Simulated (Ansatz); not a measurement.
# Cu2O (Cuprite) (Pn-3m) in Ansatz: single point with r2SCANh

Aim: the single point of Cu2O (Cuprite) with r2SCANh.

All numbers are computed with Ansatz 0.2.0; they aren't measurements. Logs are shortened: lines on timing, memory, paths and dates and some standing lists are left out, and cuts for length are marked.

**Experimental background.**

“Importance of surface oxygen vacancies for ultrafast hot carrier relaxation and transport in Cu2O”, 2021, arxiv:2103.03167 quotes, for a bulk crystal of Cu2O: band gap 2.17 eV (direct).

The runs below are set against these values where they give the same quantity.

### Step 1. Starting point

It takes space group Pn-3m (No. 224, cubic). The conventional cell has a = 4.260 Å, b = 4.260 Å, c = 4.260 Å, α = 90.00°, β = 90.00°, γ = 90.00°. Cu (site symmetry -3m) is surrounded by 2 O at 1.84 Å. Around O (site symmetry -43m) lie 4 Cu at 1.84 Å.

### Step 2. Single point, r2SCANh

Contents of input.yaml:

```yaml
crystal:
  lattice:
    - [4.26, 0.0, 0.0]
    - [0.0, 4.26, 0.0]
    - [0.0, 0.0, 4.26]
  atoms:
    - { symbol: Cu, position: [0.75, 0.25, 0.75] }
    - { symbol: Cu, position: [0.75, 0.75, 0.25] }
    - { symbol: Cu, position: [0.25, 0.75, 0.75] }
    - { symbol: Cu, position: [0.25, 0.25, 0.25] }
    - { symbol: O, position: [0.5, 0.5, 0.5] }
    - { symbol: O, position: [0.0, 0.0, 0.0] }
hamiltonian:
  xc: r2scanh
  pseudopotentials: { kind: paw }
kpoints:
  mp_grid: { grid: [4, 4, 4] }
scf:
  occupations: { method: fermi_dirac, width: 0.05 }
output:
  forces: true
  stress: true
  eigenvalues: true
```

Potentials or basis: Ansatz PAW.

Launch:

```sh
> ansatz run input.yaml --threads 2 --pin off --max-ram 5632MiB --backend cpu --events-out ev --progress --plain --runs-dir out
```

What it wrote:

```text
Warning: output.stress: scf.convergence.dr2_threshold = 1e-7 eV (the SCF's general default) is looser than the 6e-10 eV advised for a printed stress (1e-10 eV for each atom of the cell: 6). What an SCF threshold leaves in a stress goes as its square root, and in the free energy as the threshold itself, and one threshold admits the most on a small cell: of the crystals measured, under no hybrid functional and no lock of the moments, on runs that ended without the residual-converged pass, on stresses that held no estimate of that error, the worst erred by over 100 MPa in a component at 1e-7 eV an atom and by under 5 at 1e-10. Set scf.convergence.dr2_threshold to 6e-10 eV or tighter. The threshold is an SCF's pass mark: one that does not reach it within its budget of iterations ends unconverged, or closes short of it on a stop that the run arms, and scf.convergence.dr2_threshold's page says what that costs each kind of run
Warning: output.stress: scf.exx.energy_threshold = 1e-6 eV is looser than the 6e-8 eV advised for a stress under a hybrid functional (1e-8 eV for each atom of the cell: 6). Every SCF of the exchange loop can meet its threshold on dr2 while the loop round them stops early: no threshold on dr2 bounds what that leaves in the stress. Set scf.exx.energy_threshold to 6e-8 eV or tighter. The threshold is the loop's pass mark: a loop that does not reach it within its budget of cycles ends unconverged, and scf.exx.energy_threshold's page has the law
Warning: RAYON_NUM_THREADS=2 ignored (pool sized by the plan → 2); use --threads N
Engine: ansatz 0.2.0, aarch64-unknown-linux-gnu
Pseudopotentials: kind: paw
Pseudopotential: Cu, paw, valence charge 19, recommended cutoff 500 eV (meta_gga), Cu.paw.azcp
Pseudopotential: O, paw, valence charge 6, recommended cutoff 500 eV (meta_gga), O.paw.azcp
Functional definition: r2SCANh
  parameter a = 0.1
  parameter k0 = 0.174
  parameter k1 = 0.065
  parameter a1 = 4.9479
  exchange = (1 - a)*r2scan_x(k0 = k0, k1 = k1, a1 = a1) + a*exact_x
  correlation = r2scan_c
Crystal: 6 atoms, lattice volume = 77.309 Å³
Basis set: ecut = 500 eV, 1935 PW (Γ), exchange–correlation on 128×128×128 points (64 copies of the dense FFT grid, shifted against one another)
Bands: 53, of which v1, the nominal top of the filled ones, is band 44 counted from 1 (43 counted from 0)
Symmetry: 48 space group operations
Space group: Pn-3m (ITA 224), of the structure as read, at distance tolerance 4.3e-5 Å
k-points: 10 of 64
Non-local potential: Cu, projectors of the file, l = 0: 3, l = 1: 2, l = 2: 3, l = 3: 1
Non-local potential: O, projectors of the file, l = 0: 2, l = 1: 2, l = 2: 1
PAW form: soft (Blöchl's): semilocal exchange-correlation on the pseudo side does not see the compensation charge
PAW frozen core: Cu, regenerated for the run's functional, and the local potential with it (the file was generated under x = pbe(κ = 0.804, μ = 0.2195149727645171), c = pbe(β = 0.06672455060314922))
PAW frozen core: O, regenerated for the run's functional, and the local potential with it (the file was generated under x = pbe(κ = 0.804, μ = 0.2195149727645171), c = pbe(β = 0.06672455060314922))
PAW one-centre angular grid: Cu, 590 points (default); XC on 160 Gauss nodes
PAW one-centre angular grid: O, 302 points (default); XC on 160 Gauss nodes
Initial density: superposition of atomic densities (neutral atoms: chi_scale 0, normalization atom), corrected by the library's trained network
Initial wavefunctions: pseudopotential atomic-orbital guess
Functional: x = r2scan, c = r2scan; τ floored in thin density (d = 2e-4 eV/Å³), warm-up for x = 0.9 r2scan + 0.1 exact, c = r2scan; τ floored in thin density (d = 2e-4 eV/Å³)
SCF iter   1: F=—  HF=-27659.892497 eV  |F-HF|=—  |Δ(HF+E_count)|=         —  Δρ=3.50e-2  dr2=5.63e-1  dr2_τ=1.16e-1  ethr=1.77e-3  ⟨swp⟩=11.9  Hψ=2392  notcnv=0
preconditioner: auto → none  [insulator: Δε(μ)=0.755 eV  Ē_g=10.789 eV  σ=0.050 eV  W_gap=1.00  n_scr=26 (ndim 8)  ℏωp=31.6 eV  f_vac=0.022  D(μ)=0.00/eV (n_scr^D=0)]
SCF iter   2: F=—  HF=-27660.032299 eV  |F-HF|=—  |Δ(HF+E_count)|=   1.40e-1  Δρ=4.17e-2  dr2=7.85e-1  dr2_τ=5.74e-3  ethr=6.39e-4  ⟨swp⟩=4.2  Hψ=1649  notcnv=0
iter 3 solved again at ethr=6.66e-6 eV; its pass at ethr=6.39e-4 eV (dr2=5.86e-3 eV) is discarded
SCF iter   3: F=—  HF=-27659.832676 eV  |F-HF|=—  |Δ(HF+E_count)|=   2.00e-1  Δρ=4.26e-3  dr2=5.35e-3  dr2_τ=6.62e-4  ethr=6.66e-6  ⟨swp⟩=3.6  Hψ=2389  notcnv=0
SCF iter   4: F=—  HF=-27659.830992 eV  |F-HF|=—  |Δ(HF+E_count)|=   1.68e-3  Δρ=1.58e-3  dr2=1.66e-3  dr2_τ=4.18e-4  ethr=6.08e-6  ⟨swp⟩=4.0  Hψ=1573  notcnv=0
SCF iter   5: F=—  HF=-27659.830784 eV  |F-HF|=—  |Δ(HF+E_count)|=   2.08e-4  Δρ=4.26e-4  dr2=1.16e-4  dr2_τ=3.43e-6  ethr=1.88e-6  ⟨swp⟩=3.1  Hψ=1078  notcnv=0
SCF iter   6: F=-27659.830760 eV  HF=-27659.830783 eV  |F-HF|=2.34e-5  |Δ(HF+E_count)|=   9.80e-7  Δρ=2.63e-4  dr2=4.27e-5  dr2_τ=1.85e-6  ethr=1.31e-7  ⟨swp⟩=3.1  Hψ=1242  notcnv=0
SCF 1 stopped early in 6 iterations: F = -27659.830760 eV  dr2 = 4.27e-5
Initial density: handed on by an earlier stage of this run
Initial wavefunctions: those handed on with the density
Functional: x = 0.9 r2scan + 0.1 exact, c = r2scan; τ floored in thin density (d = 2e-4 eV/Å³)
Frozen-core exchange: fock
SCF iter   1: F=—  HF=-27656.106816 eV  |F-HF|=—  |Δ(HF+E_count)|=         —  Δρ=1.97e-2  dr2=2.14e-1  dr2_τ=5.16e-4  ethr=4.86e-7  ⟨swp⟩=6.2  Hψ=2389  notcnv=0
preconditioner: auto → none  [insulator: Δε(μ)=1.625 eV  Ē_g=11.874 eV  σ=0.050 eV  W_gap=1.00  n_scr=26 (ndim 8)  ℏωp=31.6 eV  f_vac=0.026  D(μ)=0.00/eV (n_scr^D=0)]
SCF iter   2: F=—  HF=-27656.069525 eV  |F-HF|=—  |Δ(HF+E_count)|=   3.73e-2  Δρ=2.56e-3  dr2=4.16e-3  dr2_τ=1.73e-4  ethr=4.86e-7  ⟨swp⟩=5.0  Hψ=2019  notcnv=0
SCF iter   3: F=—  HF=-27656.074534 eV  |F-HF|=—  |Δ(HF+E_count)|=   5.01e-3  Δρ=1.79e-3  dr2=1.86e-3  dr2_τ=3.85e-5  ethr=4.86e-7  ⟨swp⟩=4.0  Hψ=1491  notcnv=0
SCF iter   4: F=—  HF=-27656.074290 eV  |F-HF|=—  |Δ(HF+E_count)|=   2.44e-4  Δρ=2.59e-4  dr2=3.03e-5  dr2_τ=3.45e-6  ethr=4.86e-7  ⟨swp⟩=4.0  Hψ=1414  notcnv=0
SCF iter   5: F=—  HF=-27656.074363 eV  |F-HF|=—  |Δ(HF+E_count)|=   7.32e-5  Δρ=2.54e-4  dr2=2.78e-5  dr2_τ=1.91e-7  ethr=2.78e-8  ⟨swp⟩=3.5  Hψ=1364  notcnv=0  defer=1
SCF iter   6: F=-27656.074355 eV  HF=-27656.074357 eV  |F-HF|=1.61e-6  |Δ(HF+E_count)|=   6.36e-6  Δρ=7.19e-5  dr2=2.48e-6  dr2_τ=3.19e-8  ethr=2.78e-8  ⟨swp⟩=3.1  Hψ=1076  notcnv=0
SCF 2 stopped early in 6 iterations: F = -27656.074355 eV  dr2 = 2.48e-6
hybrid outer 1: dexx = +5.595e-3 eV, tail = 1.26e-5 eV
Frozen-core exchange: fock
SCF iter   1: F=—  HF=-27656.074442 eV  |F-HF|=—  |Δ(HF+E_count)|=         —  Δρ=3.62e-5  dr2=8.94e-7  dr2_τ=2.70e-8  ethr=7.15e-8  ⟨swp⟩=4.2  Hψ=1155  notcnv=0
preconditioner: auto → none  [insulator: Δε(μ)=1.633 eV  Ē_g=11.756 eV  σ=0.050 eV  W_gap=1.00  n_scr=26 (ndim 8)  ℏωp=31.6 eV  f_vac=0.029  D(μ)=0.00/eV (n_scr^D=0)]
SCF iter   2: F=—  HF=-27656.074442 eV  |F-HF|=—  |Δ(HF+E_count)|=   1.04e-7  Δρ=4.64e-6  dr2=1.96e-8  dr2_τ=2.54e-9  ethr=9.01e-10  ⟨swp⟩=4.0  Hψ=1441  notcnv=0
SCF iter   3: F=—  HF=-27656.074442 eV  |F-HF|=—  |Δ(HF+E_count)|=   1.17e-7  Δρ=5.67e-6  dr2=1.72e-8  dr2_τ=2.68e-10  ethr=6.72e-12  ⟨swp⟩=4.1  Hψ=1542  notcnv=0
SCF iter   4: F=-27656.074442 eV  HF=-27656.074442 eV  |F-HF|=1.67e-10  |Δ(HF+E_count)|=   3.86e-9  Δρ=6.06e-7  dr2=2.45e-10  dr2_τ=3.04e-11  ethr=6.72e-12  ⟨swp⟩=4.0  Hψ=1362  notcnv=0
SCF 3 converged in 4 iterations: F = -27656.074442 eV  dr2 = 2.45e-10
  Residual-converged pass: ⟨swp⟩=2.0  Hψ=791  notcnv=0  max |occ|·‖R‖ = 2.3e-6 eV (tolerance 2.4e-6 eV)  dr2=2.44e-10  dr2_τ=3.06e-11  dr2_onsite=1.29e-10  max |Δocc| = 8.1e-17
hybrid outer 2: dexx = +1.298e-7 eV, tail = 2.25e-9 eV, Δε = 1.32e-3 eV (about 2.27e-5 eV left of the loop's levels)
hybrid SCF converged: 2 outer / 10 inner (+6 warm-up), last move |dexx| = 1.30e-7 eV, tail = 2.25e-9 eV
Stability not checked: this state was not tested for a lower state beside it, because the functional holds exact exchange (a hybrid, or Hartree-Fock), whose exchange loop this test does not read (fock_operator; see scf.lower_state_search)
Free energy (F): -27656.074442 eV
Frozen-core exchange: fock
Harris-Foulkes:  -27656.074442 eV  (|F-HF|=1.67e-10)
Internal energy: -27656.074442 eV  (E = F + TS)
E sigma→0 (E₀):  -27656.074442 eV
Fermi energy:    11.111714 eV
--- Per-component energies (eV) ---
  E_band       = -2042.490731
  E_kinetic    = 1548.570305
  E_local      = -19827.500567  (includes V_loc(G=0)·N_el)
  E_nonlocal   = 1713.869299
  E_hartree    = 8692.400942
  E_xc         = -430.965118
  E_vxc        = -630.218558  (∫ρ·V_xc dr)
  E_exx        = -204.561855  (= α·E_x^exact, valence–valence)
  E_paw        = -6896.124425  (= ΣΔE_a)
  E_vpaw       = -1864.530775  (= ΣTr[D̂ρ^β])
  E_aug_tail   = 0.002661  (compensation charges beyond the density's cutoff)
  E_vtau       = 41.640170  (kinetic-family band-sum trace: ∫τ·v_τ [+ j·A + Jᵃ·Aᵃ] dr)
  E_ewald      = -12250.259150
  E_core_change = -1.506533  (= ΣΔE_core)
  E_smearing   = -0.000000  (= −TS)
  E_closure    = -0.000000  (closes the sum)
  Σ components = -27656.074442   (vs F -27656.074442, Δ=0.00e0)
--- Forces (eV/Å), atoms counted from 1 ---
  atom   1  Cu     0.00000000    -0.00000000     0.00000000
  atom   2  Cu     0.00000000    -0.00000000    -0.00000000
  atom   3  Cu     0.00000000    -0.00000000     0.00000000
  atom   4  Cu     0.00000000    -0.00000000     0.00000000
  atom   5  O     -0.00000000     0.00000000    -0.00000000
  atom   6  O      0.00000000    -0.00000000     0.00000000
  max |Σ_I F_I| component: 3.40e-28 eV/Å
--- Stress (GPa, compression-positive) ---
       -1.016324       0.000000       0.000000
        0.000000      -1.016324       0.000000
        0.000000       0.000000      -1.016324
  P = ⅓ Tr σ = -1.0163 GPa (-10.163 kbar)
--- Band table (eV; the first three rows and the last of 10) ---
  k-point 0: bands = ["-107.2174", "-107.2157", "-107.2157", "-107.2157", "-62.7452", "-62.7306", "-62.7306", "-62.7306", "-62.5630", "-62.5630", "-62.5552", "-62.5552", "-62.5552", "-62.5512", "-62.5512", "-62.5512", "-11.5565", "-10.8169", "2.6257", "2.6257", "2.6257", "5.1925", "5.1925", "5.1925", "5.3166", "6.8277", "6.8277", "7.0727", "7.0727", "7.0727", "7.8277", "7.8277", "8.0159", "8.0159", "8.0159", "8.0668", "8.0668", "8.0668", "8.3365", "8.3365", "8.3365", "10.2623", "10.2623", "10.2623", "11.8949", "12.5026", "12.5026", "19.7999", "19.7999", "19.7999", "20.9517", "20.9517", "20.9517"]
  k-point 1: bands = ["-107.2171", "-107.2160", "-107.2157", "-107.2157", "-62.7430", "-62.7327", "-62.7306", "-62.7306", "-62.5619", "-62.5613", "-62.5564", "-62.5548", "-62.5548", "-62.5530", "-62.5516", "-62.5516", "-11.4469", "-10.9234", "2.8085", "2.8653", "2.8653", "4.2965", "4.6315", "4.6315", "5.9336", "6.9500", "7.0889", "7.1592", "7.4037", "7.4037", "7.8140", "7.8626", "7.8725", "7.9027", "8.0087", "8.0087", "8.1257", "8.2606", "8.2606", "8.3561", "8.3561", "8.8464", "10.1203", "10.1203", "12.4460", "13.4231", "13.9008", "18.5154", "19.0910", "19.5002", "19.5002", "19.9081", "19.9081"]
  k-point 2: bands = ["-107.2166", "-107.2166", "-107.2157", "-107.2157", "-62.7379", "-62.7379", "-62.7305", "-62.7305", "-62.5592", "-62.5592", "-62.5571", "-62.5571", "-62.5542", "-62.5542", "-62.5522", "-62.5522", "-11.1836", "-11.1836", "3.3021", "3.3021", "3.3751", "3.3751", "3.9690", "3.9690", "6.7455", "6.7455", "7.3212", "7.3212", "7.5459", "7.5459", "7.7195", "7.7195", "7.8626", "7.8626", "7.8852", "7.8852", "7.9837", "7.9837", "8.2072", "8.2072", "8.7532", "8.7532", "9.9078", "9.9078", "13.6776", "13.6776", "15.6081", "15.6081", "19.2285", "19.2285", "19.2340", "19.2340", "21.0046"]
  k-point 9: bands = ["-107.2162", "-107.2161", "-107.2161", "-107.2161", "-62.7453", "-62.7305", "-62.7305", "-62.7305", "-62.5623", "-62.5623", "-62.5623", "-62.5517", "-62.5517", "-62.5516", "-62.5516", "-62.5516", "-11.3868", "-10.8926", "2.7533", "2.7533", "2.7533", "4.3064", "4.3064", "4.3064", "6.7711", "6.7711", "6.7711", "7.3059", "7.3059", "7.5655", "7.5655", "7.5655", "7.9844", "7.9844", "7.9844", "8.0842", "8.0842", "8.0842", "8.2828", "8.2828", "9.3610", "9.5782", "9.5782", "9.5782", "13.7911", "13.7911", "13.7911", "16.5401", "16.5401", "16.5401", "18.7038", "19.6185", "25.8181"]
```

It took 43 s on 2 threads of Arm Neoverse V1, shared host; peak memory 1.5 GiB.

What came out:

* Free energy: -27656.0744 eV
* Pressure: -1.0 GPa
* Band gap on the k mesh: 1.63 eV, direct

Caveat: the PAW data sets come from PBE, with cores solved anew for the run's functional, which leaves a small shift of forces and pressure; the thresholds are loose for stress.

### Step 3. Against experiment

Step 2. A measured gap of Cu2O is 2.17 eV (direct; quoted in “Importance of surface oxygen vacancies for ultrafast hot carrier relaxation and transport in Cu2O”, 2021, arxiv:2103.03167); the calculated 1.63 eV misses it by -0.54 eV. The value is that of r2SCANh, without temperature or zero-point motion.
